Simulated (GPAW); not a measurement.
# Si/Al(111): work function by functional and basis, part 2 of 2

How far do functional and basis move the work function of Si/Al(111)?

GPAW 26.7.0; GPAW, PAW setups; slab in vacuum, relaxation (the session's first sound run).

So far, upper work function (eV): step 2 (relaxation, PBE, GPAW) 4.60; step 4 (self-consistent run: xc = "RPBE") 4.53; step 5 (self-consistent run: xc = "revPBE") 4.53; step 6 (OptPBE vdW: xc = "optPBE-vdW", GPAW, PAW setups, GPAW) 4.76; step 7 (self-consistent run: xc = "vdW-DF2", GPAW, PAW setups, GPAW) 4.82.

## (8) Self-consistent run: xc = "LDA"

The same geometry under LDA, to see how far the functional moves the levels against the vacuum.

run.py

```python
import json
import numpy as np
from ase import Atoms
from gpaw import GPAW, PW

slab = Atoms(
    ['Al', 'Al', 'Al', 'Al', 'Si'],
    positions=[
        [0.00000, 0.00000, 9.00000],
        [1.43189, 0.82670, 11.33827],
        [2.86378, 1.65341, 13.67867],
        [0.00000, 0.00000, 16.02057],
        [1.43189, 0.82670, 18.19983]],
    cell=[[2.86378, 0.0, 0.0], [1.43189, 2.48011, 0.0], [0.0, 0.0, 26.80376]],
    pbc=[True, True, False])

slab.calc = GPAW(mode=PW(400), xc='LDA', kpts={'size': (13, 13, 1), 'gamma': True},
                 occupations={'name': 'fermi-dirac', 'width': 0.1}, nbands='200%',
                 convergence={'density': 1e-05}, maxiter=200,
                 poissonsolver={'dipolelayer': 'xy'},
                 symmetry={'tolerance': 1e-3}, txt='slab.txt')
result = {}
energy = slab.get_potential_energy()
fermi = slab.calc.get_fermi_level()
v = slab.calc.get_electrostatic_potential().mean((0, 1)) - fermi
n = slab.calc.get_pseudo_density().mean((0, 1))
L = slab.cell[2, 2]
z = np.arange(len(v)) * L / len(v)
low, high = slab.positions[:, 2].min(), slab.positions[:, 2].max()
below, above = np.interp([low - 6.8, high + 6.8], z, v)
slopes = [np.interp(x, z, np.gradient(v, z)) for x in (low - 6.8, high + 6.8)]
eps = np.array([[slab.calc.get_eigenvalues(k, s) for k in range(len(slab.calc.get_ibz_k_points()))]
                for s in range(slab.calc.get_number_of_spins())]) - fermi
top, bottom = eps[eps < 0].max(), eps[eps > 0].min()
dipole = slab.get_dipole_moment()[2]
print(f'energy {energy:.4f} eV, Fermi level {fermi:.4f} eV, dipole {dipole:.5f} e A')
print(f'potential 6.8 A off the faces, from the Fermi level: lower {below:.4f} eV, upper {above:.4f} eV')
print(f'slope of the potential there: lower {slopes[0]:.5f}, upper {slopes[1]:.5f} eV/A')
print(f'nearest levels on the mesh: {top:.4f} and {bottom:.4f} eV')
print('magnetic moment', round(slab.get_magnetic_moment(), 3))
result.update(energy=energy, fermi=fermi, dipole=dipole, below=below, above=above, slopes=slopes, edges=[top, bottom],
              z=z.tolist(), v=v.tolist(), n=n.tolist(), positions=slab.positions.tolist(),
              forces=slab.get_forces(apply_constraint=False).tolist(), moments=slab.get_magnetic_moments().tolist())
json.dump(result, open('result.json', 'w'))
```

Command:

```bash
> OMP_NUM_THREADS=1 OPENBLAS_NUM_THREADS=1 python run.py
```

What it wrote:

```text
energy -21.3792 eV, Fermi level 0.5315 eV, dipole -0.01891 e A
potential 6.8 A off the faces, from the Fermi level: lower 4.2975 eV, upper 4.7780 eV
slope of the potential there: lower -0.00004, upper 0.00004 eV/A
nearest levels on the mesh: -0.0200 and 0.0695 eV
magnetic moment 0.0
```

It took 25 s on 1 thread of Arm Neoverse V2, shared host; peak memory 0.19 GiB.

Numbers from this step:

- dipole along the normal: -0.01891 e·Å
- levels nearest the Fermi level on the mesh: -0.01997, 0.06951 eV from the Fermi level
- upper work function: 4.778 eV
- lower work function: 4.297 eV

Table of electrostatic potential energy of an electron (without an applied field's), less the Fermi level, planar mean by z:

| z (Å) | electrostatic potential energy of an electron (without an applied field's), less the Fermi level, planar mean (eV) |
| --- | --- |
| 0.0 | 4.54 |
| 0.5 | 4.30 |
| 1.0 | 4.30 |
| 1.5 | 4.30 |
| 2.0 | 4.30 |
| 2.5 | 4.30 |
| 3.0 | 4.30 |
| 3.5 | 4.30 |
| 4.0 | 4.30 |
| 4.5 | 4.30 |
| 5.0 | 4.29 |
| 5.5 | 4.29 |
| 6.0 | 4.27 |
| 6.5 | 4.19 |
| 7.0 | 3.92 |
| 7.5 | 3.01 |
| 8.0 | 0.125 |
| 8.5 | -7.42 |
| 9.0 | -15.6 |
| 9.5 | -7.49 |
| 10.0 | -0.773 |
| 10.5 | -2.01 |
| 11.0 | -11.0 |
| 11.5 | -14.4 |
| 12.0 | -4.41 |
| 12.5 | -0.310 |
| 13.0 | -4.19 |
| 13.5 | -14.2 |
| 14.0 | -11.4 |
| 14.5 | -2.26 |
| 15.0 | -0.646 |
| 15.5 | -7.14 |
| 16.0 | -15.7 |
| 16.5 | -8.01 |
| 17.0 | -1.32 |
| 17.5 | -4.19 |
| 18.0 | -16.0 |
| 18.5 | -13.3 |
| 19.0 | -1.60 |
| 19.5 | 3.02 |
| 20.0 | 4.33 |
| 20.5 | 4.66 |
| 21.0 | 4.75 |
| 21.5 | 4.77 |
| 22.0 | 4.78 |
| 22.5 | 4.78 |
| 23.0 | 4.78 |
| 23.5 | 4.78 |
| 24.0 | 4.78 |
| 24.5 | 4.78 |
| 25.0 | 4.78 |
| 25.5 | 4.78 |
| 26.0 | 4.78 |
| 26.5 | 4.73 |

The upper face's work function is 4.778 eV, against 4.604 eV in the first plane-wave PBE run at this geometry.

## (9) Real-space grid: mode = "fd"

A real-space grid is a second complete basis, so it checks the plane-wave result.

run.py: that of step 8 with these lines changed.

```diff
@@ -3,3 +3,3 @@
 from ase import Atoms
-from gpaw import GPAW, PW
+from gpaw import GPAW
 
@@ -16,3 +16,3 @@
 
-slab.calc = GPAW(mode=PW(400), xc='LDA', kpts={'size': (13, 13, 1), 'gamma': True},
+slab.calc = GPAW(mode='fd', h=0.18, xc='PBE', kpts={'size': (13, 13, 1), 'gamma': True},
                  occupations={'name': 'fermi-dirac', 'width': 0.1}, nbands='200%',
```

What it wrote:

```text
energy -19.2128 eV, Fermi level -4.3685 eV, dipole -0.01845 e A
potential 6.8 A off the faces, from the Fermi level: lower 4.1334 eV, upper 4.6036 eV
slope of the potential there: lower -0.00001, upper 0.00000 eV/A
nearest levels on the mesh: -0.0127 and 0.0608 eV
magnetic moment 0.0
```

Run time: 61 s. Hardware: 1 thread; peak memory 0.34 GiB.

This step gave:

```
dipole along the normal                    : -0.01845 e·Å
levels nearest the Fermi level on the mesh : -0.01267, 0.06078 eV from the Fermi level
upper work function                        : 4.604 eV
lower work function                        : 4.133 eV
```

The electrostatic potential energy of an electron (without an applied field's), less the Fermi level, planar mean oscillates, so the rows of the table below give means over windows of 2.35 Å about each position, cut where the curve ends. Its maxima inside the range that stand out by 2 % of the span (Å: eV): 10.1: -0.456, 12.5: -0.433, 14.9: -0.437, 17.1: -1.19. Its minima: 9.0: -15.8, 11.3: -15.9, 13.7: -15.9, 16.0: -16.0, 18.2: -18.6.

The electrostatic potential energy of an electron (without an applied field's), less the Fermi level, planar mean by z; means over each step:

| z (Å) | electrostatic potential energy of an electron (without an applied field's), less the Fermi level, planar mean (eV) |
| --- | --- |
| 1.18 | 4.14 |
| 3.53 | 4.13 |
| 5.88 | 4.06 |
| 8.23 | -4.67 |
| 10.58 | -7.07 |
| 12.93 | -7.07 |
| 15.28 | -7.11 |
| 17.63 | -8.47 |
| 19.98 | 2.88 |
| 22.33 | 4.60 |
| 24.68 | 4.60 |

The upper face's work function is 4.604 eV, against 4.604 eV in the first plane-wave PBE run at this geometry.

## (10) Atomic orbitals: mode = "lcao"

Atom-centred orbitals end a few angstrom from the surface, which tests how much the density's tail matters.

run.py: that of step 9 with these lines changed.

```diff
@@ -16,4 +16,4 @@
 
-slab.calc = GPAW(mode='fd', h=0.18, xc='PBE', kpts={'size': (13, 13, 1), 'gamma': True},
-                 occupations={'name': 'fermi-dirac', 'width': 0.1}, nbands='200%',
+slab.calc = GPAW(mode='lcao', basis='dzp', h=0.18, xc='PBE', kpts={'size': (13, 13, 1), 'gamma': True},
+                 occupations={'name': 'fermi-dirac', 'width': 0.1}, nbands='120%',
                  convergence={'density': 1e-05}, maxiter=200,
```

What it wrote:

```text
energy -18.7688 eV, Fermi level -4.2863 eV, dipole -0.01778 e A
potential 6.8 A off the faces, from the Fermi level: lower 4.0598 eV, upper 4.5127 eV
slope of the potential there: lower 0.00000, upper 0.00000 eV/A
nearest levels on the mesh: -0.0544 and 0.0259 eV
magnetic moment 0.0
```

It took 4.2 min on 1 thread; peak memory 0.25 GiB.

This step gave:

* dipole along the normal: -0.01778 e·Å
* levels nearest the Fermi level on the mesh: -0.05440, 0.02585 eV from the Fermi level
* upper work function: 4.513 eV
* lower work function: 4.060 eV

The electrostatic potential energy of an electron (without an applied field's), less the Fermi level, planar mean oscillates, so the rows of the table below give means over windows of 2.35 Å about each position, cut where the curve ends. Its maxima inside the range that stand out by 2 % of the span (Å: eV): 10.1: -0.529, 12.5: -0.516, 14.9: -0.519, 17.1: -1.31. Its minima: 9.0: -15.9, 11.3: -16.0, 13.7: -16.1, 16.0: -16.2, 18.2: -18.7.

The electrostatic potential energy of an electron (without an applied field's), less the Fermi level, planar mean by z; means over each step:

z (Å), electrostatic potential energy of an electron (without an applied field's), less the Fermi level, planar mean (eV) and a bar from the least value:
```
     1.18        4.1 #############################
     3.53        4.1 #############################
     5.88        4.0 #############################
     8.23       -4.7 #########
    10.58       -7.2 ###
    12.93       -7.2 ###
    15.28       -7.2 ###
    17.63       -8.6 
    19.98        2.8 ##########################
    22.33        4.5 ##############################
    24.68        4.5 ##############################
```

The upper face's work function is 4.513 eV, against 4.604 eV in the first plane-wave PBE run at this geometry.

## (11) Cost and result by level

Times are for 1 thread of Arm Neoverse V2, shared host. Results by setting:

| no. | run | upper work function (eV) | lower work function (eV) | time | memory (GiB) |
| --- | --- | --- | --- | --- | --- |
| 1 | pw | 4.604 | 4.133 | 27 s | 0.19 |
| 2 | RPBE | 4.535 | 4.060 | 27 s | 0.19 |
| 3 | revPBE | 4.533 | 4.061 | 27 s | 0.19 |
| 4 | optPBE vdW | 4.762 | 4.251 | 35 s | 0.32 |
| 5 | vdW DF2 | 4.818 | 4.293 | 52 s | 0.32 |
| 6 | LDA | 4.778 | 4.297 | 25 s | 0.19 |
| 7 | fd | 4.604 | 4.133 | 61 s | 0.34 |
| 8 | lcao | 4.513 | 4.060 | 4.2 min | 0.25 |

## (12) Side by side

Results and costs are gathered.

This step: comparison of work functions, dipole and cost (GPAW 26.7.0).

Ladder, by row:

| step | code | work function, upper (eV) | work function, lower (eV) | dipole (e Å) | wall time (s) | peak memory (GiB) | threads |
| --- | --- | --- | --- | --- | --- | --- | --- |
| pw | GPAW | 4.604 | 4.133 | -0.0185 | 26.62 | 0.19 | 1 |
| RPBE | GPAW | 4.535 | 4.06 | -0.01869 | 26.83 | 0.19 | 1 |
| revPBE | GPAW | 4.533 | 4.061 | -0.01857 | 26.65 | 0.19 | 1 |
| optPBE-vdW | GPAW | 4.762 | 4.251 | -0.02013 | 35 | 0.32 | 1 |
| vdW-DF2 | GPAW | 4.818 | 4.293 | -0.02064 | 51.98 | 0.32 | 1 |
| LDA | GPAW | 4.778 | 4.297 | -0.01891 | 24.66 | 0.19 | 1 |
| fd | GPAW | 4.604 | 4.133 | -0.01845 | 61.25 | 0.34 | 1 |
| lcao | GPAW | 4.513 | 4.06 | -0.01778 | 249.6 | 0.25 | 1 |

## (13) Results

| Quantity | Value |
| --- | --- |
| work function, upper and lower face | 4.604 and 4.133 eV |
| dipole along the normal | -0.0185 e Å |

What this shows: With plane waves and PBE the work function is 4.60 eV on the upper face and 4.13 eV on the lower. The two faces differ by 0.47 eV, the step that the slab's dipole makes (e p/(ε0 A) gives 0.47 eV), so the dipole layer is needed. Over the sound runs of the table the upper face's work function spans 4.513 (lcao) to 4.818 eV (vdW-DF2). The cell of 7.10 Å² holds one Si, started on one chosen site; other sites and coverages weren't tried. The in-plane lattice was kept as typed, which isn't the functional's own and leaves some strain; spin-orbit coupling and temperature are left out.

[Logs are printed without paths, hosts, clocks, repeated set-up lines and the standing remarks that a program may print on its own settings, such as how far it seeks lower states.]

[Hosts, paths, dates, database ids (printed as entryN), source tags and the programs' standing remarks are cut or masked in the printed files.]
